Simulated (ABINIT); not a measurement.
MgTe, 2 atoms in the cell. It takes space group F-43m (No. 216, cubic). The conventional cell has a = 6.464 Å, b = 6.464 Å, c = 6.464 Å, α = 90.00°, β = 90.00°, γ = 90.00°. Te (site symmetry -43m) is surrounded by 4 Mg at 2.80 Å. Around Mg (site symmetry -43m) lie 4 Te at 2.80 Å. The cell comes from a database or a generator and needn't be the stable form of this composition.

| Item | Value |
| --- | --- |
| Program | ABINIT 10.8.3 (patched build) |
| Task | single point |
| Functional | WC |
| Potentials or basis | JTH PAW PBE v2.0 |
| Cutoff | 626 eV |
| k mesh | 7 × 7 × 7 |
| Occupations | fermi-dirac, width 0.05 eV |
| Spin | no spin polarisation |
| Fine-grid cutoff | 1224.51 eV |

Potentials or basis: JTH PAW PBE v2.0.

Command:

```bash
$ abinit run.abi > log 2>&1
```

Hardware: 1 thread of Arm Neoverse V2, on a shared host.

**Question.** How long does it take, and how much memory?

**Answer.** Run time: 19 s on 1 thread of Arm Neoverse V2, with other jobs on the host, peak memory 0.13 GiB. Counts: scf iterations 12, mpi ranks 1, k points 20, bands 12, plane waves 2417.
